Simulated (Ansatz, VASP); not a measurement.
# Hf2H2CO2 (Hf2C(OH)2 MXene bilayer, AB): VASP beside Ansatz, part 3 of 3

One calculation is typed for both programs; each brings its own data sets. How far apart do they land? Of the first pair: The structure shown is the start of the Ansatz relaxation below; VASP solves that cell, so the two are compared at the walk's first step.

VASP 6.6.1 and Ansatz 0.2.0.

So far. Step 4 (Comparison): The forces differ by 77 meV/Å r.m.s., which is 8.5 % of the r.m.s. force of 0.907 eV/Å (both taken over all components). With vacuum in the cell, a pressure given here is an average over mostly empty space and none of the material.

## (7) VASP: single point, PBE with D3(BJ), relaxed cell, pair 2

Level of this step: PBE with D3(BJ); plane waves and PAW (H, O, Hf_pv, C) (VASP).

The same cell, functional, mesh and smearing now go to VASP, with its own data sets.

Contents of INCAR:

```
SYSTEM = Hf2H2CO2
PREC = Accurate
ENCUT = 520
EDIFF = 1E-06
NELM = 120
ISMEAR = -1
SIGMA = 0.05
LREAL = .FALSE.
ALGO = Normal
GGA = PE
IVDW = 12
NBANDS = 52
LASPH = .TRUE.
LORBIT = 11
LWAVE = .FALSE.
LCHARG = .FALSE.
ISIF = 2
LDIPOL = .TRUE.
IDIPOL = 3
DIPOL = 0.5 0.5 0.5
LVHAR = .TRUE.
GGA_COMPAT = .FALSE.
NELMDL = -8
KPAR = 4
```

Contents of POSCAR:

```
Hf2H2CO2
1.0
    3.2607266957      0.0000000000      0.0000000000
   -1.6303633478      2.8238721532      0.0000000000
    0.0000000000      0.0000000000     63.2258935889
H O Hf C
4 4 4 2
Direct
    0.3333333333      0.6666666666      0.3688744436
    0.6666666666      0.3333333333      0.4807116388
    0.6666666666      0.3333333333      0.5192883612
    0.9999999999      1.0000000000      0.6311255564
    0.3333333333      0.6666666666      0.3843078269
    0.6666666666      0.3333333333      0.4651427379
    0.6666666666      0.3333333333      0.5348572621
    0.9999999999      1.0000000000      0.6156921731
    0.6666666666      0.3333333333      0.4056325456
    0.3333333333      0.6666666666      0.4443067002
    0.9999999999      1.0000000000      0.5556932998
    0.6666666666      0.3333333333      0.5943674544
    0.9999999999      1.0000000000      0.4248823947
    0.3333333333      0.6666666666      0.5751176053
```

Contents of KPOINTS:

```
Automatic mesh
0
Gamma
12 12 1
0 0 0
```

PAW data sets: H, O, Hf_pv and C (PBE family, release 64).

On the command line:

```console
> mpirun -np 4 vasp_std
```

Numbers of over 12 decimals in the logs are rounded to 6 here.

The program printed:

```text
[banner, memory and clock lines left out]
running    4 mpi-ranks, on    1 nodes
[...]
LDA part: xc-table for (Slater+PW92), standard interpolation
 [... a notice as in an earlier step ...]

 POSCAR, INCAR and KPOINTS ok, starting setup
[...]
entering main loop
       N       E                     dE             d eps       ncg     rms          rms(c)
DAV:   1     0.553257691013E+03    0.55326E+03   -0.36542E+04  2440   0.116E+03
DAV:   2    -0.518644001768E+02   -0.60512E+03   -0.58753E+03  2640   0.292E+02
DAV:   3    -0.128145629880E+03   -0.76281E+02   -0.75457E+02  2324   0.946E+01
DAV:   4    -0.130880701776E+03   -0.27351E+01   -0.27180E+01  2596   0.194E+01
[...]
DAV:  31    -0.111602134485E+03   -0.27253E-05   -0.12025E-07  1532   0.804E-04    0.968E-04
DAV:  32    -0.111602135533E+03   -0.10475E-05   -0.49391E-08  1528   0.437E-04    0.549E-04
DAV:  33    -0.111602135948E+03   -0.41557E-06   -0.19461E-08  1412   0.325E-04
   1 F= -.11384926E+03 E0= -.11383081E+03  d E =-.368996E-01
```

Parts of OUTCAR (step 7):

```text
 Edisp (eV)   -2.24713

  Total      -1.35222    -1.35222    -1.02135    -0.00000    -0.00000     0.00000
  in kB      -3.72136    -3.72136    -2.81082    -0.00000    -0.00000     0.00000
  external pressure =       -3.42 kB  Pullay stress =        0.00 kB

 POSITION                                       TOTAL-FORCE (eV/Angst)
 -----------------------------------------------------------------------------------
      0.00000      1.88258     23.32242        -0.000000      0.000000     -0.098486
      1.63036      0.94129     30.39342         0.000000      0.000000      0.086946
      1.63036      0.94129     32.83247        -0.000000      0.000000     -0.086946
      3.26073      0.00000     39.90348         0.000000     -0.000000      0.098486
      0.00000      1.88258     24.29821        -0.000000      0.000000      0.218704
      1.63036      0.94129     29.40907        -0.000000      0.000000     -0.214564
      1.63036      0.94129     33.81683         0.000000     -0.000000      0.214564
      3.26073      0.00000     38.92769         0.000000      0.000000     -0.218704
      1.63036      0.94129     25.64648        -0.000000      0.000000     -0.007218
      0.00000      1.88258     28.09169         0.000000     -0.000000      0.012313
      3.26073      0.00000     35.13421        -0.000000      0.000000     -0.012313
      1.63036      0.94129     37.57941         0.000000     -0.000000      0.007218
      3.26073      0.00000     26.86357        -0.000000      0.000000      0.001268
      0.00000      1.88258     36.36232         0.000000     -0.000000     -0.001268
 -----------------------------------------------------------------------------------
    total drift:                                0.000001      0.000001      0.000000

  FREE ENERGIE OF THE ION-ELECTRON SYSTEM (eV)
  ---------------------------------------------------
  free  energy   TOTEN  =      -113.8492629137 eV

  energy  without entropy=     -113.8123633472  energy(sigma->0) =     -113.83081313

[... 1 part as in an earlier step ...]

[... 2 further parts left out ...]
[key lines of the parts left out:]
E-fermi :  -0.2983
```

## (8) Side by side

What differs besides the data sets and the points named for the pairs above, as far as they apply: the data sets hold 140 valence electrons in Ansatz (on its default PAW (the set named soft_2) files) and 76 in VASP. Total energies have different zeros and are not compared.

Forces on 7 of the 14 atoms, those with the largest forces and the largest differences (eV/Å; atoms numbered as in POSCAR):

| atom | Ansatz x, y, z | VASP x, y, z |
| --- | --- | --- |
| H1 | 0.000, 0.000, -0.001 | 0.000, 0.000, -0.098 |
| H3 | 0.000, 0.000, 0.000 | 0.000, 0.000, -0.087 |
| H4 | 0.000, 0.000, 0.001 | 0.000, 0.000, 0.098 |
| O5 | 0.000, 0.000, 0.000 | 0.000, 0.000, 0.219 |
| O6 | 0.000, 0.000, 0.001 | 0.000, 0.000, -0.215 |
| O7 | 0.000, 0.000, -0.001 | 0.000, 0.000, 0.215 |
| O8 | 0.000, 0.000, 0.000 | 0.000, 0.000, -0.219 |

The forces differ by 73 meV/Å r.m.s., where the r.m.s. force is 0.000 eV/Å in Ansatz and 0.073 eV/Å in VASP: the atoms lie near their places of rest in Ansatz, so a percentage would say little (all taken over all components). With vacuum in the cell, a pressure given here is an average over mostly empty space and none of the material.

## (9) What came out

| Quantity | Value |
| --- | --- |
| r.m.s. force difference (single point, PBE with D3(BJ), start cell, pair 1) | 8.5 % of the r.m.s. force |
| r.m.s. force difference (single point, PBE with D3(BJ), relaxed cell, pair 2) | 73 meV/Å |

What this shows: The r.m.s. force difference is 73 meV/Å (single point, PBE with D3(BJ), relaxed cell, pair 2), beyond the 12 meV/Å picked in this series as the mark of a large difference. The data sets hold unlike numbers of valence electrons (140 in Ansatz and 76 in VASP), so part of the differences comes from the potentials. For single point, PBE with D3(BJ), start cell, pair 1, no further run moves any of the tabulated differences by more than a quarter of its size. What causes the difference of the single point, PBE with D3(BJ), relaxed cell, pair 2 pair stays open here. Such differences can come from data sets, numerical settings and the points named under the comparisons, not from the functional's error against experiment.

[Lines on the potential files, build, host, timing and source positions are cut from VASP's logs without a mark.]

[Logs are printed without paths, hosts, clocks, repeated set-up lines and the standing remarks that a program may print on its own settings, such as how far it seeks lower states.]

[Hosts, paths, dates, database ids (printed as entryN), source tags and the programs' standing remarks are cut or masked in the printed files.]
